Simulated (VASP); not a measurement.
Wanted: the native input for a VASP 6.6.1 run.

| Quantity | Value |
| --- | --- |
| Task | single point |
| Functional | PBE |
| Dispersion | D3(BJ) |
| Potentials or basis | VASP PAW PBE potentials, release 64 (N) |
| Cutoff | 520 eV |
| k mesh | 1 × 1 × 1 |
| Occupations | fermi-dirac, width 0.02 eV |
| Spin | no spin polarisation |
| Dipole correction | no |
| Further INCAR settings | LREAL = Auto; ALGO = Normal; EDIFF = 1e-07; NBANDS = 78 |

The structure of N lies in POSCAR:

```
N
1.0
    8.8620950000      0.0000000000      0.0000000000
    0.0000000000      8.8620950000      0.0000000000
    0.0000000000      0.0000000000      8.8620950000
N
24
Direct
    0.4604780247      0.9373855731      0.6529043076
    0.5351104902      0.9866967122      0.5700909322
    0.7120099706      0.3874253210      0.6702704045
    0.5938324967      0.4081991899      0.6387767227
    0.2461043354      0.8121104547      1.0459829194
    0.2883629661      0.7825576232      0.9343727414
    0.7307640011      0.4876160772      0.1031697358
    0.6431323519      0.4680834498      0.0183478060
    0.6992477512      0.7967529123      0.3094527874
    0.7853109225      0.7072932529      0.3350223621
    0.1355548547      0.7540429210      0.4838585007
    0.1906208408      0.8599095361      0.4440936370
    0.8725589152      0.1424493870      0.3861615115
    0.8072921809      0.1470081284      0.2799225240
   -0.1326322952      0.1504723206     -0.0351158501
   -0.1973461129      0.0927094553     -0.1243611133
    0.7862813477      0.7041901492      0.7605537968
    0.8380636858      0.7954665347      0.6877831935
    0.2536759085      0.4578601335      0.2553910785
    0.3782627020      0.4762982117      0.2634252962
    0.0424730270      0.3886778465      0.5555684068
    0.0508457650      0.3449861461      0.6706653449
    0.2847182297      0.2085737063      0.9720613467
    0.3674187650      0.1601652882      1.0547393139
```

The cell was built by a generator and needn't be a form met in nature.

One way to write it, as run:

INCAR

```
SYSTEM = N
ALGO = Normal ; EDIFF = 1E-7
ENCUT = 520 ; GGA = PE
ISIF = 2 ; ISMEAR = -1
IVDW = 12 ; LASPH = .True.
LCHARG = .True. ; LELF = .True.
LREAL = Auto ; LVHAR = .True.
LWAVE = .False. ; NBANDS = 78
NELM = 100 ; PREC = Accurate
SIGMA = 0.02
```

KPOINTS

```
k-points
0
Gamma
  1 1 1
  0 0 0
```

Potentials or basis: VASP PAW PBE potentials, release 64 (N).

Run with:

```sh
$ cat potpaw_PBE.64/N/POTCAR > POTCAR
$ mpirun -np 1 vasp_gam > vasp.out
```

It gave:

```json
{"Pressure": "1.2 GPa", "Largest force": "5.622 eV/Å", "Band gap on the k mesh": "7.07 eV, direct", "Dispersion energy per atom": "-0.041 eV"}
```

Caveat: the standard files for N, O and F lose accuracy on very short bonds.

Run time: 2.6 min on 1 thread of Intel(R) Xeon(R) Platinum 8259CL CPU @ 2.50GHz (Skylake/Cascade Lake) (shared host), peak memory 0.64 GiB.
